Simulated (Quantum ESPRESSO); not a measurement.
# AgCl (Chlorargyrite): single point with PBE

**The experiment to reproduce.**

A printed reference work, data compilation reports, for a bulk crystal of AgCl: band gap 3.249 eV (indirect).

Crystal: AgCl (Chlorargyrite).

```
CELL_PARAMETERS angstrom
0.00000 2.73500 2.73500
2.73500 0.00000 2.73500
2.73500 2.73500 0.00000
ATOMIC_POSITIONS crystal
Ag 0.00000 0.00000 0.00000
Cl 0.50000 0.50000 0.50000
```

- Program: Quantum ESPRESSO 7.5
- Task: single point
- Functional: PBE
- Potentials or basis: SSSP 1.3 efficiency PBE
- Cutoff: 816 eV
- Density cutoff: 5987 eV
- k mesh: 8 × 8 × 8
- Occupations: fermi-dirac, width 0.05 eV
- Spin: no spin polarisation
- Mixing beta: 0.5
- Most SCF iterations: 120
- SCF threshold: 4e-10 Ry

```
Pressure               : 3.9 GPa
Band gap on the k mesh : 0.97 eV, indirect (least direct gap 3.37 eV)
```

Levels at points of the mesh, in eV from the valence-band top:
```csv
k point,band 10,band 11,band 12,band 13,band 14,band 15,band 16,band 17
"(0.00, 0.00, 0.00)",-2.59,-2.44,-2.44,-2.44,0.97,10.71,10.71,10.71
"(0.00, 0.00, -0.50)",-2.23,-1.89,0.00,0.00,4.18,6.83,7.59,7.59
"(0.00, -0.50, -0.50)",-2.38,-2.10,-2.10,-1.99,2.37,7.93,8.84,11.81
```

Wall time 23 s on 1 thread of Arm Neoverse V2, with other jobs on the host, peak memory 0.2 GiB.

A measured gap of AgCl is 3.249 eV (indirect; a printed reference work, data compilation); the calculated 0.97 eV misses it by -2.28 eV. So large a miss can be the level of theory's own, or it may mean another phase, state or a wrong row. Spin-orbit coupling on Ag is left out. The value is that of PBE on a finite k mesh, which can miss the band edges, without temperature or zero-point motion. Semilocal functionals fall short of measured gaps as a rule.
